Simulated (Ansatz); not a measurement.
Crystal: Pt.

```
Pt
1.0
     2.76067    0.00000    0.00000
    -1.38033    2.39081    0.00000
     0.00000    0.00000    4.79213
Pt
2
Direct
  0.33333 0.66667 0.25000
  0.66667 0.33333 0.75000
```

This isn't the form of Pt at room conditions, which is fcc.

Base run:

* Program: Ansatz 0.2.0
* Functional: PBEsol
* Potentials or basis: all-electron LAPW, scalar-relativistic
* Cutoff: 273 eV
* Density cutoff: 1092 eV
* Basis error allowed: 0.001 eV/atom
* k mesh: 11 × 11 × 6
* Occupations: fermi-dirac, width 0.05 eV
* Spin: no spin polarisation

Its results: pressure -10.7 GPa.

Question: The run is repeated on the same cell with these changes: functional from PBEsol to LDA. What comes out?

Answer: Pressure -15.6 GPa.

LDA binds more tightly than PBEsol, so the same cell stands under less pressure.

Not every run made on this cell is shown here.
